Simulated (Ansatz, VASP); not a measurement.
Given: the input of a run of Ansatz 0.2.0 on PbS (Galena).

Contents of input.yaml:

```yaml
crystal:
  lattice:
    - [0.0, 2.96575, 2.96575]
    - [2.96575, 0.0, 2.96575]
    - [2.96575, 2.96575, 0.0]
  atoms:
    - { symbol: Pb, position: [0.0, 0.0, 0.0] }
    - { symbol: S, position: [0.5, 0.5, 0.5] }
hamiltonian:
  xc: blyp
  pseudopotentials: { kind: paw }
  dispersion: d3bj
kpoints:
  mp_grid: { grid: [8, 8, 8] }
scf:
  occupations: { method: fermi_dirac, width: 0.05 }
output:
  forces: true
  stress: true
relax:
  f_tol: 0.01
  max_steps: 40
  cell: { stress_tol: 0.05 }
```

Potentials or basis: Ansatz PAW.

Launch:

```console
$ ansatz run input.yaml --threads 2 --pin off --max-ram 5120MiB --backend cpu --events-out ev --progress --plain --runs-dir out
```

**Question.** Translate it to VASP 6.6.1. Potentials there: VASP PAW PBE potentials, release 64 (Pb_d, S).

**Answer.** As run (the cutoff follows the program's own potentials):

INCAR

```
SYSTEM = PbS
PREC     = Accurate       ! precision mode
ENCUT    = 600            ! plane-wave cutoff, eV
EDIFF    = 1E-6           ! SCF threshold, eV
ISMEAR   = -1             ! smearing method
SIGMA    = 0.05           ! smearing width, eV
LREAL    = .False.        ! projectors in reciprocal space
LASPH    = .True.         ! aspherical terms in the spheres
NELM     = 60             ! most SCF steps
ALGO     = Normal         ! electronic algorithm
ISIF     = 3              ! what is computed and relaxed
LWAVE    = .False.        ! write WAVECAR
LCHARG   = .False.        ! write CHGCAR
GGA      = B5             ! functional
ALDAX    = 1.0          
AGGAX    = 1.0          
AGGAC    = 1.0          
ALDAC    = 0.0          
IVDW     = 12             ! dispersion correction
VDW_S6   = 1.0          
VDW_S8   = 2.6996       
VDW_A1   = 0.4298       
VDW_A2   = 4.2359       
IBRION   = 2              ! ionic algorithm
NSW      = 60             ! ionic steps
EDIFFG   = -0.01          ! ionic threshold
```

File KPOINTS:

```
regular mesh
0
Gamma
  8 8 8
  0 0 0
```

POSCAR

```
PbS
1.0
    0.0000000000      2.9657500000      2.9657500000
    2.9657500000      0.0000000000      2.9657500000
    2.9657500000      2.9657500000      0.0000000000
Pb S
1 1
Direct
    0.0000000000      0.0000000000      0.0000000000
    0.5000000000      0.5000000000      0.5000000000
```

Potentials or basis: VASP PAW PBE potentials, release 64 (Pb_d, S).

Launch:

```sh
$ cat potpaw_PBE.64/Pb_d/POTCAR potpaw_PBE.64/S/POTCAR > POTCAR
$ mpirun -np 1 vasp_std > vasp.out
```

Both were run:

|  | VASP | Ansatz | Ansatz less VASP |
| --- | --- | --- | --- |
| relaxed volume (Å³/atom) | 26.60 | 26.55 | -0.050 |
| relaxed cell length with the largest relative difference (Å) | 4.221 | 4.219 | -0.0027 |
| energy change over the relaxation (meV/atom) | -2 | -1 | +0.4 |

Caveats: the PAW data sets were made with another functional, which shifts forces and pressure a little (VASP); the plane-wave basis is chosen anew once the cell has moved, so the energies of steps on either side of that aren't comparable (Ansatz); the PAW data sets come from PBE, with cores solved anew for the run's functional, which leaves a small shift of forces and pressure (Ansatz). A k mesh can miss the band edges. Zero-point motion and thermal expansion aren't in these numbers.
